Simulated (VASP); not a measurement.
# TePb (Fm-3m) in VASP: further runs

Runs on TePb. Level: PBEsol. Tasks: single point.

Program: VASP 6.6.1. These are calculated values, not measurements. Logs are shortened: lines on timing, memory, paths and dates and some standing lists are left out, and cuts for length are marked.

**What was measured.**

From a printed reference work, monograph, for a bulk crystal of TePb at 4.2 K: band gap 0.19 eV (direct).

The results are compared with them further down.

### 1 Starting point

Symmetry: Fm-3m, No. 225, cubic system. The conventional cell has a = 6.462 Å, b = 6.462 Å, c = 6.462 Å, α = 90.00°, β = 90.00°, γ = 90.00°. Te (site symmetry m-3m) has 6 Pb at 3.23 Å as nearest neighbours. Pb (site symmetry m-3m) has 6 Te at 3.23 Å as nearest neighbours.

### 2 Single point, PBEsol

INCAR

```
PREC = Accurate ; ENCUT = 520
EDIFF = 1E-6 ; ISMEAR = 0
SIGMA = 0.05 ; LREAL = False
LASPH = True ; NELM = 100
ALGO = Normal ; ISIF = 2
LWAVE = False ; LCHARG = False
GGA = PS ; NBANDS = 17
```

KPOINTS

```
regular mesh
0
Gamma
  10 10 10
```

POSCAR

```
TePb
1.0
    0.0000000000      3.2310000000      3.2310000000
    3.2310000000      0.0000000000      3.2310000000
    3.2310000000      3.2310000000      0.0000000000
Te Pb
1 1
Direct
    0.5000000000      0.5000000000      0.5000000000
    0.0000000000      0.0000000000      0.0000000000
```

Potentials or basis: VASP PAW PBE potentials, release 64 (Te, Pb_d).

Launch:

```
$ cat potpaw_PBE.64/Te/POTCAR potpaw_PBE.64/Pb_d/POTCAR > POTCAR
$ mpirun -np 1 vasp_std > vasp.out
```

OUTCAR:

```text
PREC = Accurate
   ENCUT = 520
   EDIFF = 1E-6
   ISMEAR = 0
   LREAL = False
   LASPH = True
   NELM = 100
   ISIF = 2
   GGA = PS

 ion  position               nearest neighbor table
   1  0.500  0.500  0.500-   2 3.23   2 3.23   2 3.23   2 3.23   2 3.23   2 3.23
   2  0.000  0.000  0.000-   1 3.23   1 3.23   1 3.23   1 3.23   1 3.23   1 3.23

  LATTYP: Found a face centered cubic cell.
 ALAT       =     6.4620000000

  Lattice vectors:

 A1 = (   0.0000000000,   3.2310000000,   3.2310000000)
 A2 = (   3.2310000000,   0.0000000000,   3.2310000000)
 A3 = (   3.2310000000,   3.2310000000,   0.0000000000)

Analysis of symmetry for initial positions (statically):
=====================================================================
 Subroutine PRICEL returns:
 Original cell was already a primitive cell.

 Routine SETGRP: Setting up the symmetry group for a
 face centered cubic supercell.

 Subroutine GETGRP returns: Found 48 space group operations
 (whereof 48 operations were pure point group operations)
 out of a pool of 48 trial point group operations.

The static configuration has the point symmetry O_h .

Analysis of symmetry for dynamics (positions and initial velocities):
=====================================================================
 Subroutine PRICEL returns:
 Original cell was already a primitive cell.

 Routine SETGRP: Setting up the symmetry group for a
 face centered cubic supercell.

 Subroutine GETGRP returns: Found 48 space group operations
 (whereof 48 operations were pure point group operations)
 out of a pool of 48 trial point group operations.

The dynamic configuration has the point symmetry O_h .

 Subroutine INISYM returns: Found 48 space group operations
 (whereof 48 operations are pure point group operations),
 and found     1 'primitive' translations

----------------------------------------------------------------------------------------

                                     Primitive cell

  volume of cell :      67.4592

  direct lattice vectors                    reciprocal lattice vectors
     0.000000000  3.231000000  3.231000000    -0.154750851  0.154750851  0.154750851
     3.231000000  0.000000000  3.231000000     0.154750851 -0.154750851  0.154750851
     3.231000000  3.231000000  0.000000000     0.154750851  0.154750851 -0.154750851

  length of vectors
     4.569324020  4.569324020  4.569324020     0.268036337  0.268036337  0.268036337

  position of ions in fractional coordinates (direct lattice)
     0.500000000  0.500000000  0.500000000
     0.000000000  0.000000000  0.000000000

  ion indices of the primitive-cell ions
   primitive index   ion index
                 1           1
                 2           2

----------------------------------------------------------------------------------------

 KPOINTS: regular mesh

Automatic generation of k-mesh.
 Grid dimensions read from file:
 generate k-points for:   10   10   10

 Generating k-lattice:

  Cartesian coordinates                     Fractional coordinates (reciprocal lattice)
    -0.015475085  0.015475085  0.015475085     0.100000000  0.000000000  0.000000000
     0.015475085 -0.015475085  0.015475085     0.000000000  0.100000000  0.000000000
     0.015475085  0.015475085 -0.015475085     0.000000000  0.000000000  0.100000000

  Length of vectors
     0.026803634  0.026803634  0.026803634

  Shift w.r.t. Gamma in fractional coordinates (k-lattice)
     0.000000000  0.000000000  0.000000000

 Subroutine IBZKPT returns following result:
 ===========================================

 Found     47 irreducible k-points:

 Following reciprocal coordinates:
            Coordinates               Weight
  0.000000  0.000000  0.000000      1.000000
  0.100000  0.000000  0.000000      8.000000
  0.200000  0.000000  0.000000      8.000000
  0.300000  0.000000  0.000000      8.000000
  0.400000  0.000000  0.000000      8.000000
  0.500000  0.000000  0.000000      4.000000
[... 16 lines left out ...]
  0.300000  0.300000  0.000000      6.000000
  0.400000  0.300000  0.000000     24.000000
 [... further k-points ...]
   k-points           NKPTS =     47   k-points in BZ     NKDIM =     47   number of bands    NBANDS=     17
   number of dos      NEDOS =    301   number of ions     NIONS =      2
   total plane-waves  NPLWV =  46656
   dimension x,y,z NGX =    36 NGY =   36 NGZ =   36
   dimension x,y,z NGXF=    72 NGYF=   72 NGZF=   72
   ions per type =               1   1
   NGX,Y,Z   is equivalent  to a cutoff of  13.10, 13.10, 13.10 a.u.
   NGXF,Y,Z  is equivalent  to a cutoff of  26.20, 26.20, 26.20 a.u.
 SYSTEM =  unknown system
   PREC   = accura    normal or accurate (medium, high low for compatibility)
   ISTART =      0    job   : 0-new  1-cont  2-samecut
   ICHARG =      2    charge: 1-file 2-atom 10-const
   ISPIN  =      1    spin polarized calculation?
   LNONCOLLINEAR =      F non collinear calculations
   LSORBIT =      F    spin-orbit coupling
   LASPH  =      T    aspherical Exc in radial PAW
   ENCUT  =  520.0 eV  38.22 Ry    6.18 a.u.   8.50  8.50  8.50*2*pi/ulx,y,z
   NELM   =    100;   NELMIN=  2; NELMDL= -5     # of ELM steps
   EDIFF  = 0.1E-05   stopping-criterion for ELM
   LREAL  =      F    real-space projection
   EDIFFG = 0.1E-04   stopping-criterion for IOM
   NSW    =      0    number of steps for IOM
   IBRION =     -1    ionic relax: 0-MD 1-quasi-New 2-CG
   NFREE  =      0    steps in history (QN), initial steepest desc. (CG)
   ISIF   =      2    stress and relaxation
   ISYM   =      2    0-nonsym 1-usesym 2-fastsym
   POTIM  = 0.5000    time-step for ionic-motion
   TEBEG  =    0.0;   TEEND  =   0.0 temperature during run
   PSTRESS=    0.0 pullay stress
   NELECT =      20.0000    total number of electrons
   NUPDOWN=      -1.0000    fix difference up-down
   EMIN   =  10.00;   EMAX   =-10.00  energy-range for DOS
   EFERMI =   0.00;   METHOD = LEGACY
   ISMEAR =     0;   SIGMA  =   0.05  broadening in eV -4-tet -1-fermi 0-gaus
   EFERMI_NEDOS =   21; number of points for ismear=-14 and -15
   IALGO  =     38    algorithm
   IMIX   =      4    mixing-type and parameters
     AMIX     =   0.40;   BMIX     =  1.00
     AMIX_MAG =   1.60;   BMIX_MAG =  1.00
  volume/ion in A,a.u.               =      33.73       227.62
  Fermi-wavevector in a.u.,A,eV,Ry     =   1.091619  2.062861 16.213147  1.191633
  Thomas-Fermi vector in A             =   2.227868
   LORBIT       =      0    0 simple, 1 ext, 2 COOP (PROOUT), +10 PAW based schemes
   GGA     = PS    functional components
   LHFCALC =     F    Hartree Fock is set to
   AEXX    =    0.0000 exact exchange contribution
   IVDW    =     0    specifies the selected vdW correction
   LEPSILON=     F    determine dielectric tensor
   LRPA    =     F    only Hartree local field effects (RPA)
 non-spin polarized calculation
 Gauss-broadening in eV      SIGMA  =   0.05
  energy-cutoff  :      520.00
  volume of cell :       67.46
 maximum number of plane-waves:      1849
 NGX is ok and might be reduce to    36
   NGX = 17   NGY = 17   NGZ = 17

 number of electron      20.0000003 magnetization

 Free energy of the ion-electron system (eV)
  ---------------------------------------------------
  ext. energy  EPLUGINS =         0.00000000
  ---------------------------------------------------
  free energy    TOTEN  =        -8.25857388 eV

  energy without entropy =       -8.25857388  energy(sigma->0) =       -8.25857388

 E-fermi :   5.6997     XC(G=0):  -9.4703

 val. band max:        5.4586063822   @ k =   0.5000   0.0000   0.0000
 cond. band min:       6.1275656379   @ k =   0.5000   0.0000   0.0000
 fundamental gap:      0.6689592556
 Fermi energy:         5.6997185407

 k-point     1 :       0.0000    0.0000    0.0000
  band No.  band energies     occupation
      1     -11.1674      2.00000
      2     -11.1674      2.00000
      3     -11.1566      2.00000
      4     -11.1566      2.00000
      5     -11.1566      2.00000
      6      -6.5738      2.00000
[... 9 lines left out ...]
     16      11.2178      0.00000
     17      12.6949      0.00000

 k-point     2 :       0.1000    0.0000    0.0000
  band No.  band energies     occupation
      1     -11.1686      2.00000
      2     -11.1686      2.00000
      3     -11.1563      2.00000
      4     -11.1552      2.00000
      5     -11.1552      2.00000
      6      -6.4876      2.00000
[... 9 lines left out ...]
     16      11.4105      0.00000
     17      13.4509      0.00000

 k-point     3 :       0.2000    0.0000    0.0000
  band No.  band energies     occupation
      1     -11.1722      2.00000
      2     -11.1722      2.00000
      3     -11.1557      2.00000
      4     -11.1510      2.00000
      5     -11.1510      2.00000
      6      -6.2351      2.00000
[... 9 lines left out ...]
     16      11.9378      0.00000
     17      14.8714      0.00000

 k-point     4 :       0.3000    0.0000    0.0000
  band No.  band energies     occupation
      1     -11.1770      2.00000
      2     -11.1770      2.00000
      3     -11.1550      2.00000
      4     -11.1453      2.00000
      5     -11.1453      2.00000
      6      -5.8414      2.00000
[... 9 lines left out ...]
     16      12.7606      0.00000
     17      16.2708      0.00000
[... 343 lines left out ...]
      1     -11.1787      2.00000
      2     -11.1784      2.00000
      3     -11.1533      2.00000
      4     -11.1470      2.00000
      5     -11.1439      2.00000
      6      -5.7137      2.00000
[... 9 lines left out ...]
     16      14.0882      0.00000
     17      14.6121      0.00000

 k-point    23 :       0.3000    0.3000    0.0000
  band No.  band energies     occupation
      1     -11.2043      2.00000
      2     -11.1632      2.00000
      3     -11.1599      2.00000
      4     -11.1396      2.00000
      5     -11.1396      2.00000
      6      -5.6236      2.00000
[... 9 lines left out ...]
     16      14.3780      0.00000
     17      14.7364      0.00000

 k-point    24 :       0.4000    0.3000    0.0000
  band No.  band energies     occupation
      1     -11.2123      2.00000
      2     -11.1632      2.00000
      3     -11.1605      2.00000
      4     -11.1366      2.00000
      5     -11.1356      2.00000
      6      -5.3127      2.00000
[... 9 lines left out ...]
     16      15.1137      0.00000
     17      15.6233      0.00000

 [... further k-points ...]

------------------------ aborting loop because EDIFF is reached ----------------------------------------

  FORCE on cell =-STRESS in cart. coord.  units (eV):
  Direction    XX          YY          ZZ          XY          YZ          ZX
  --------------------------------------------------------------------------------------
  -------------------------------------------------------------------------------------
  Total       -0.1803906     -0.1803906     -0.1803906      0.0000000      0.0000000     -0.0000000
  in kB       -4.2843370     -4.2843370     -4.2843370      0.0000000      0.0000000     -0.0000000
  external PRESSURE =      -4.2843370 kB  Pullay stress =       0.0000000 kB

 VOLUME and BASIS-vectors are now :
 -----------------------------------------------------------------------------
  energy-cutoff  :      520.00
  volume of cell :       67.46
      direct lattice vectors                 reciprocal lattice vectors
     0.000000000  3.231000000  3.231000000    -0.154750851  0.154750851  0.154750851
     3.231000000  0.000000000  3.231000000     0.154750851 -0.154750851  0.154750851
     3.231000000  3.231000000  0.000000000     0.154750851  0.154750851 -0.154750851

 POSITION                                       TOTAL-FORCE (eV/Angst)
 -----------------------------------------------------------------------------------
      3.23100      3.23100      3.23100         0.000000      0.000000     -0.000000
      0.00000      0.00000      0.00000         0.000000      0.000000      0.000000
 -----------------------------------------------------------------------------------
    total drift:                               -0.000000      0.000000      0.000000

  FREE ENERGIE OF THE ION-ELECTRON SYSTEM (eV)
  ---------------------------------------------------
  free  energy   TOTEN  =        -8.2585738788 eV

  energy  without entropy=       -8.2585738788  energy(sigma->0) =       -8.25857388
```

It took 30 s on 1 thread of Intel Xeon 6975P-C (Granite Rapids), shared host; peak memory 0.22 GiB.

What came out:

```
Free energy            : -8.2586 eV
Pressure               : -0.4 GPa
Band gap on the k mesh : 0.67 eV, direct
```

Caveat: the PAW data sets were made with another functional, which shifts forces and pressure a little; spin-orbit coupling is left out, which as a rule narrows the gap of such compounds by several tenths of an eV.

### 3 Single point, PBEsol

This run uses another cell than the first one, of 29.42 Å³/atom, 0.872 times its volume.

INCAR

```
SYSTEM = TePb
PREC = Accurate ; ENCUT = 520
EDIFF = 1E-6 ; ISMEAR = 0
SIGMA = 0.05 ; LREAL = .False.
LASPH = .True. ; NELM = 100
ALGO = Normal ; ISIF = 2
LWAVE = .False. ; LCHARG = .False.
GGA = PS ; NBANDS = 17
```

KPOINTS

```
Automatic mesh
0
Gamma
  10 10 10
  0 0 0
```

POSCAR

```
TePb
1.0
    0.0000000000      3.0869454965      3.0869454965
    3.0869454965      0.0000000000      3.0869454965
    3.0869454965      3.0869454965      0.0000000000
Te Pb
1 1
Direct
    0.5000000000      0.5000000000      0.5000000000
    0.0000000000      0.0000000000      0.0000000000
```

Potentials or basis: VASP PAW PBE potentials, release 64 (Te, Pb_d).

Launch:

```
$ cat potpaw_PBE.64/Te/POTCAR potpaw_PBE.64/Pb_d/POTCAR > POTCAR
$ mpirun -np 1 vasp_std > vasp.out
```

Wall time 16 s (1 thread of Intel Xeon 6975P-C (Granite Rapids), shared host); peak memory 0.2 GiB.

The run converged. Its results:

```yaml
Free_energy: -8.0873 eV
Pressure: 7.6 GPa
Band_gap_on_the_k_mesh: 0.32 eV, direct
```

Levels at points of the mesh, in eV from the valence-band top:
```csv
k point,band 6,band 7,band 8,band 9,band 10,band 11,band 12,band 13,band 14,band 15
"(0.00, 0.00, 0.00)",-13.35,-5.29,-1.96,-1.96,-1.96,4.12,4.12,4.12,5.36,5.36
"(0.50, 0.00, 0.00)",-11.51,-9.51,-1.38,-1.38,0.00,0.32,0.80,0.80,8.40,9.11
"(0.50, 0.50, 0.00)",-11.08,-7.62,-5.75,-3.72,-3.72,2.52,5.91,5.91,7.43,10.40
```

Caveat: the PAW data sets were made with another functional, which shifts forces and pressure a little; spin-orbit coupling is left out, which as a rule narrows the gap of such compounds by several tenths of an eV.

### 4 Against experiment

Step 2. Against the measured gap of TePb, 0.19 eV (direct; 4.2 K; a printed reference work, monograph), the calculated 0.67 eV is off by +0.48 eV. Spin-orbit coupling on Pb, Te is left out. The value is that of PBEsol on a finite k mesh, which can miss the band edges, without temperature or zero-point motion.

Step 3. A measured gap of TePb is 0.19 eV (direct; 4.2 K; a printed reference work, monograph); the calculated 0.32 eV misses it by +0.13 eV. Spin-orbit coupling on Pb, Te is left out. The value is that of PBEsol on a finite k mesh, which can miss the band edges, without temperature or zero-point motion.
